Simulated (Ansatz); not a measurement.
Run record: EuS

The cell (4 atoms) is EuS as a measured crystal structure (space group Fm-3m, primitive cell doubled). Source: COD entry 1010394; it may be a high-temperature, high-pressure or metastable form.

Method: Ansatz, DFT, PBE, PAW, plane waves, scalar-relativistic.

Input:

```yaml
crystal:
  lattice:
    - [-2.9785, -5.957, -2.9785]
    - [-2.9785, 0.0, -2.9785]
    - [2.9785, 0.0, -2.9785]
  atoms:
    - { symbol: Eu, position: [0.0, 0.0, 0.0], spin: 7.0 }
    - { symbol: Eu, position: [0.5, 0.0, 0.5], spin: 7.0 }
    - { symbol: S, position: [0.0, 0.5, 0.5] }
    - { symbol: S, position: [0.5, 0.5, 0.0] }
magnetization:
  spin_polarized: true
hamiltonian:
  xc: pbe
  pseudopotentials: { kind: paw }
basis:
  ecutwfc: 420
kpoints:
  mp_grid: { grid: [4, 6, 5] }
scf:
  occupations: { method: fermi_dirac, width: 0.05 }
  lower_state_search: "off"
  algorithm: density_mixing
  mixing: { spin_hold: "off" }
output:
  forces: true
  stress: true
  write_density: true
  write_potential: true
  elf: true
  volumetric_format: npy
```

Launched as:
```sh
ansatz run input.yaml --threads 2 --pin off --max-ram 5120MiB --backend cpu --events-out ev --progress --plain --runs-dir out
```

What the program printed (shortened):

```
Warning: crystal.symmetry: narrowed to the stabiliser of the k-point mesh — unitary ops 32 → 8; excluded 24 operations that carry a point of the 4×6×5 mesh (shift [0, 0, 0]) off the mesh (the run samples exactly the mesh kpoints.mp_grid names, as under crystal.symmetry.detect: false, and its converged state has the mesh's symmetry, not the crystal's; [...]
Pseudopotentials: kind: paw
Pseudopotential: Eu, paw, valence charge 17, recommended cutoff 420 eV (normal), Eu.paw.azcp
Pseudopotential: S, paw, valence charge 6, recommended cutoff 420 eV (normal), S.paw.azcp
Functional definition: PBE
Crystal: 4 atoms, lattice volume = 105.695 Å³
Basis set: ecut = 420 eV, 2071 PW (Γ), exchange–correlation on 100×60×60 points (8 copies of the dense FFT grid, shifted against one another)
Bands: 36, of which v1, the nominal top of the filled ones, is band 23 counted from 1 (22 counted from 0)
Symmetry: 8 space group operations
k-points: 42 of 120
Non-local potential: Eu, projectors of the file, l = 0: 3, l = 1: 2, l = 2: 2, l = 3: 3
Non-local potential: S, projectors of the file, l = 0: 2, l = 1: 2, l = 2: 2
Initial density: superposition of atomic densities (chi_scale 0.1, normalization cell)
Starting moments: Σ|m| = 14 μB on 2 of 4 sites
Initial wavefunctions: pseudopotential atomic-orbital guess
Functional: x = pbe(κ = 0.804, μ = 0.2195149727645171), c = pbe(β = 0.06672455060314922)
SCF iter   1: F=—  HF=-19341.804813 eV  |F-HF|=—  |Δ(HF+E_count)|=         —  Δρ=2.80e-1 (↑2.80e-1 ↓2.12e-1)  dr2=5.61e0  dr2_m=5.83e1  M=14.000 μB ∫|m|=14.490 μB  β_m=0.30  ethr=3.10e-3  ⟨swp⟩=6.0  Hψ=11379  notcnv=0
preconditioner: auto → Resta (q_TF=auto, 2.375 Å⁻¹)  ε∞=5.9  [insulator: Δε(μ)=0.343 eV  Ē_g=10.622 eV  σ=0.050 eV  W_gap=0.92  n_scr=28 (ndim 8)  ℏωp=23.4 eV  f_vac=0.000  D(μ)=0.02/eV (n_scr^D=0)  ε∞_Penn≈5.9]
spin=Collinear: Resta preconditioning applied to the charge; magnetization (m = ρ↑ − ρ↓) channel mixes plain (no charge-response kernel on spin).
SCF iter   2: F=—  HF=-19343.499813 eV  |F-HF|=—  |Δ(HF+E_count)|=    1.69e0  Δρ=1.68e-1 (↑1.68e-1 ↓1.50e-1)  dr2=1.11e0  dr2_m=2.45e1  M=14.000 μB ∫|m|=14.401 μB  β_m=0.55  ethr=3.10e-3  ⟨swp⟩=3.5  Hψ=7961  notcnv=0  defer=182
preconditioner: auto → Kerker (q_TF=auto, 2.375 Å⁻¹)  [metal: Δε(μ)=0.061 eV  Ē_g=11.012 eV  σ=0.050 eV  W_gap=0.28  n_scr=28 (ndim 8)  ℏωp=23.4 eV  f_vac=0.000  D(μ)=1.47/eV (n_scr^D=6)]
spin=Collinear: Kerker preconditioning applied to the charge; magnetization (m = ρ↑ − ρ↓) channel mixes plain (no charge-response kernel on spin).
SCF iter   3: F=—  HF=-19346.650520 eV  |F-HF|=—  |Δ(HF+E_count)|=    3.15e0  Δρ=7.47e-2 (↑7.47e-2 ↓2.28e-2)  dr2=2.48e0  dr2_m=2.25e0  M=14.000 μB ∫|m|=14.387 μB  β_m=0.46  ethr=2.42e-3  ⟨swp⟩=2.9  Hψ=6534  notcnv=0  defer=164
SCF iter   4: F=—  HF=-19345.777658 eV  |F-HF|=—  |Δ(HF+E_count)|=   8.73e-1  Δρ=3.76e-3 (↑3.76e-3 ↓3.08e-3)  dr2=3.11e-2  dr2_m=2.02e-3  M=13.940 μB ∫|m|=14.224 μB  β_m=0.73  ethr=2.42e-3  ⟨swp⟩=4.1  Hψ=9222  notcnv=0  defer=177
SCF iter   5: F=—  HF=-19345.782505 eV  |F-HF|=—  |Δ(HF+E_count)|=   4.85e-3  Δρ=1.46e-3 (↑1.32e-3 ↓1.46e-3)  dr2=8.75e-3  dr2_m=1.46e-4  M=13.948 μB ∫|m|=14.219 μB  β_m=0.87  ethr=6.77e-5  ⟨swp⟩=2.8  Hψ=4966  notcnv=0  defer=151
SCF iter   6: F=—  HF=-19345.786812 eV  |F-HF|=—  |Δ(HF+E_count)|=   4.31e-3  Δρ=4.22e-4 (↑4.21e-4 ↓4.22e-4)  dr2=9.63e-4  dr2_m=8.31e-7  M=13.951 μB ∫|m|=14.213 μB  β_m=0.93  ethr=1.90e-5  ⟨swp⟩=2.3  Hψ=4831  notcnv=0  defer=151
SCF iter   7: F=—  HF=-19345.787587 eV  |F-HF|=—  |Δ(HF+E_count)|=   7.75e-4  Δρ=5.15e-4 (↑5.15e-4 ↓1.54e-4)  dr2=4.91e-4  dr2_m=4.84e-5  M=13.956 μB ∫|m|=14.218 μB  β_m=0.97  ethr=2.09e-6  ⟨swp⟩=2.2  Hψ=3812  notcnv=0  defer=149
SCF iter   8: F=—  HF=-19345.787667 eV  |F-HF|=—  |Δ(HF+E_count)|=   7.99e-5  Δρ=5.67e-4 (↑5.67e-4 ↓5.85e-5)  dr2=2.57e-4  dr2_m=7.71e-5  M=13.951 μB ∫|m|=14.212 μB  β_m=0.98  ethr=1.07e-6  ⟨swp⟩=2.0  Hψ=5006  notcnv=0  defer=149
SCF iter   9: F=—  HF=-19345.787650 eV  |F-HF|=—  |Δ(HF+E_count)|=   1.70e-5  Δρ=6.38e-5 (↑6.38e-5 ↓2.74e-5)  dr2=3.20e-6  dr2_m=1.09e-6  M=13.953 μB ∫|m|=14.215 μB  β_m=0.99  ethr=5.58e-7  ⟨swp⟩=1.9  Hψ=4006  notcnv=0  defer=149
SCF iter  10: F=—  HF=-19345.787662 eV  |F-HF|=—  |Δ(HF+E_count)|=   1.22e-5  Δρ=3.11e-5 (↑3.11e-5 ↓1.13e-5)  dr2=1.88e-6  dr2_m=1.61e-7  M=13.953 μB ∫|m|=14.216 μB  β_m=1.00  ethr=6.95e-9  ⟨swp⟩=2.3  Hψ=4677  notcnv=0  defer=149
SCF iter  11: F=—  HF=-19345.787662 eV  |F-HF|=—  |Δ(HF+E_count)|=   3.05e-8  Δρ=1.43e-5 (↑1.43e-5 ↓4.31e-6)  dr2=3.93e-7  dr2_m=3.32e-8  M=13.953 μB ∫|m|=14.215 μB  β_m=0.95  ethr=4.10e-9  ⟨swp⟩=1.0  Hψ=2880  notcnv=0  defer=149
SCF iter  12: F=-19345.787662 eV  HF=-19345.787662 eV  |F-HF|=4.81e-8  |Δ(HF+E_count)|=   1.39e-8  Δρ=5.43e-6 (↑5.43e-6 ↓9.74e-7)  dr2=4.16e-8  dr2_m=5.47e-9  M=13.953 μB ∫|m|=14.215 μB  ethr=2.17e-10  ⟨swp⟩=15.1  Hψ=21435  notcnv=0
the search or the solves at the SCF's close seem to have found levels that the self-consistency loop had missed (the run counts 1). By its estimate they hold under 1e-12 electrons; where the run keeps them, the occupations were computed again with them
SCF 1 converged in 12 iterations: F = -19345.787662 eV  dr2 = 4.16e-8
  greatest PAW one-centre occupation: 1.000 electrons in one spin orbital (limit 2), on the Eu atom at site 1 (counted from 0), in its partial waves of l = 0
SCF converged after 12 iterations
Magnetization: 13.9533 μB (29.9766 up, 16.0234 down)
Absolute magnetization: 14.2154 μB (∫|ρ↑−ρ↓|, with the PAW one-centre terms)
Spin contamination: 0.0218 ħ² per cell (⟨S²⟩ above its minimum at these occupations)
Per-site moments (μB) at R_I (Å): [(6.7567, 1.2286), (6.7567, 1.2286), (-0.0592, 1.2286), (-0.0592, 1.2286)]
Free energy (F): -19345.787662 eV
Harris-Foulkes:  -19345.787662 eV  (|F-HF|=4.81e-8)
Internal energy: -19345.765260 eV  (E = F + TS)
E sigma→0 (E₀):  -19345.776461 eV
Entropy (-TS):   -0.022402 eV (-5.600 meV/atom)
Fermi energy:    10.329786 eV
--- Per-component energies (eV) ---
  E_band       = -15.671813
  E_kinetic    = 920.441095
  E_local      = -4299.056796  (includes V_loc(G=0)·N_el)
  E_nonlocal   = 998.463096
  E_hartree    = 1700.259999
  E_xc         = -552.528820
  E_vxc        = -585.595960  (∫ρ·V_xc dr)
  E_paw        = -13974.054471  (= ΣΔE_a)
  E_vpaw       = -450.426689  (= ΣTr[D̂ρ^β])
  E_aug_tail   = 0.000003  (compensation charges beyond the density's cutoff)
  E_ewald      = -4139.289366
  E_smearing   = -0.022402  (= −TS)
  E_closure    = 0.000000  (closes the sum)
  Σ components = -19345.787662   (vs F -19345.787662, Δ=0.00e0)
--- Forces (eV/Å), atoms counted from 1 ---
  atom   1  Eu    -0.00000000     0.00000000    -0.00000000
  atom   2  Eu     0.00000000     0.00000000    -0.00000000
  atom   3  S     -0.00000000     0.00000000    -0.00000000
  atom   4  S     -0.00000000    -0.00000000    -0.00000000
  max |Σ_I F_I| component: 5.66e-29 eV/Å
--- Stress (GPa, compression-positive) ---
       -2.496925       0.005886      -0.006598
        0.005886      -2.532821       0.005886
       -0.006598       0.005886      -2.496925
  P = ⅓ Tr σ = -2.5089 GPa (-25.089 kbar)
--- Band table (eV; the first three rows and the last of 84) ---
  k-point 0 ↑: bands = ["-31.1352", "-31.1183", "-10.0706", "-9.9290", "-9.9287", "-9.8374", "-9.8362", "-9.8360", "-3.1206", "-2.7322", "6.3201", "7.2142", "7.2143", "7.5772", "7.5777", "7.5779", "9.5255", "9.8958", "9.9564", "9.9772", "9.9963", "9.9968", "10.0362", "10.0516", "10.0527", "10.0529", "10.2205", "10.2229", "10.3696", "10.3712", "10.3727", "11.1749", "11.4338", "11.4338", "11.4376", "12.3002"]
  k-point 1 ↑: bands = ["-31.1321", "-31.1184", "-10.0444", "-9.9844", "-9.9129", "-9.9121", "-9.8556", "-9.8377", "-2.9302", "-2.6126", "6.3802", "6.4621", "6.7104", "6.9532", "7.1946", "7.4065", "9.8238", "9.8839", "9.9524", "9.9674", "9.9950", "10.0004", "10.0023", "10.0152", "10.0368", "10.0477", "10.1304", "10.1578", "10.1743", "10.2033", "10.7785", "11.6383", "11.7342", "11.8855", "12.2761", "13.1560"]
  k-point 2 ↑: bands = ["-31.1254", "-31.1202", "-10.0642", "-10.0381", "-9.9797", "-9.9074", "-9.8778", "-9.8490", "-2.5734", "-2.4490", "5.6046", "5.6866", "6.5938", "6.6041", "6.6751", "6.9862", "9.8845", "9.9079", "9.9309", "9.9422", "9.9491", "9.9666", "10.0073", "10.0100", "10.0292", "10.0444", "10.0534", "10.0552", "10.0596", "10.0744", "12.1777", "12.5335", "12.5805", "12.7918", "13.1011", "13.6253"]
  k-point 41 ↓: bands = ["-28.0416", "-28.0416", "-7.8311", "-7.8311", "-7.6456", "-7.6456", "-7.6450", "-7.6450", "-2.7415", "-2.7415", "6.5353", "6.5353", "7.2771", "7.2771", "7.3344", "7.3344", "10.3600", "10.3600", "14.1810", "14.1810", "14.3352", "14.3352", "14.5670", "14.5670", "14.6004", "14.6004", "14.6155", "14.6155", "14.6948", "14.6948", "14.7334", "14.7334", "14.8886", "14.8886", "14.9338", "14.9338"]
```

Among 17 converged runs of this cell from various starts and settings, this end is the lowest found.

Spin–orbit coupling is left out, so orbital moments of the f shell are missing. A semilocal functional without U tends to delocalise d and f electrons. The mesh is too coarse to rank close states of a metal with certainty: differences of some tens of meV/atom may change, at times in sign. The mesh has less symmetry than the lattice, which lowers the symmetry of the run.

The run took 15 s on 2 threads of Arm Neoverse V2, with other jobs on the host, peak memory 0.52 GiB.
